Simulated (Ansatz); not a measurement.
Band table of Os (simple hexagonal type)

```xyz
1
Lattice="2.0270 0.0000 0.0000 -1.0135 1.7554 0.0000 0.0000 0.0000 1.9076" Properties=species:S:1:pos:R:3 pbc="T T T"
Os    0.0000    0.0000    0.0000
```

The cell comes from a relaxation on PAW files under the same functional, begun from a prototype that needn't be the stable phase.

Computed with Ansatz 0.2.0; functional PBE, scalar-relativistic. Settings: a Γ-centred 16×16×15 k mesh, Fermi–Dirac smearing of 0.05 eV, no spin polarisation. Methods: LAPW: all electrons, basis error target 1 meV/atom.

This run: volume at 0.43 of the series' base cell.

Spin–orbit coupling is left out, which matters for the heavy atoms. The structure type is held throughout; the real material can change phase at far lower pressure.

Path points, in fractions of the reciprocal vectors: Γ (0.000, 0.000, 0.000), M (0.500, 0.000, 0.000), K (0.333, 0.333, 0.000), A (0.000, 0.000, 0.500), L (0.500, 0.000, 0.500), H (0.333, 0.333, 0.500). Levels in eV from the Fermi level; bands 21 to 26, counted from the lowest band of the run. The gap is zero, the pressure 1663 GPa.

```
# k(1/Å) point b21 b22 b23 b24 b25 b26
0.000 Γ -17.78 -16.43 -9.22 -9.22 8.45 8.45
0.447 - -16.90 -14.79 -10.46 -7.41 5.40 7.94
0.895 - -16.22 -14.96 -6.51 -2.45 0.58 6.82
1.342 - -18.28 -13.31 -2.97 -0.63 4.40 5.82
1.790 M -19.11 -12.37 -4.25 1.11 5.43 9.20
2.048 - -17.98 -12.28 -4.05 0.38 4.58 8.72
2.306 - -14.99 -12.03 -3.47 -1.72 2.62 8.44
2.565 - -12.09 -10.74 -4.54 -2.52 0.49 9.06
2.823 K -11.83 -7.37 -7.37 -1.24 -1.24 10.41
3.340 - -12.67 -11.65 -6.57 -2.45 1.99 7.80
3.856 - -14.74 -12.98 -10.10 -0.21 1.81 5.35
4.373 - -16.68 -14.09 -11.22 -6.49 4.71 7.69
4.889 Γ -17.78 -16.43 -9.22 -9.22 8.45 8.45
5.301 - -16.69 -13.65 -8.88 -8.88 5.79 5.79
5.713 - -15.09 -8.01 -8.01 -6.70 1.19 1.19
6.125 - -13.07 -7.01 -7.01 -2.38 -2.30 -2.30
6.536 A -11.92 -6.55 -6.55 -3.57 -3.57 -2.39
6.984 - -10.28 -9.92 -7.18 -4.78 -4.40 3.73
7.431 - -15.83 -12.27 -6.07 -1.40 0.07 6.02
7.879 - -19.93 -14.54 -7.45 4.51 6.64 7.36
8.326 L -21.43 -15.36 -7.97 3.77 10.82 15.16
8.584 - -21.20 -14.25 -9.63 6.05 8.11 14.61
8.843 - -20.50 -12.72 -11.26 3.96 11.00 13.18
9.101 - -19.36 -15.61 -7.19 0.04 11.45 16.96
9.359 H -17.81 -17.81 -3.35 -3.35 10.51 23.12
9.876 - -19.30 -13.63 -8.10 -2.38 14.04 17.11
10.392 - -16.73 -9.66 -8.75 -5.84 5.91 11.19
10.909 - -10.84 -9.39 -8.20 -4.87 -3.67 4.86
11.426 A -11.92 -6.55 -6.55 -3.57 -3.57 -2.39
```
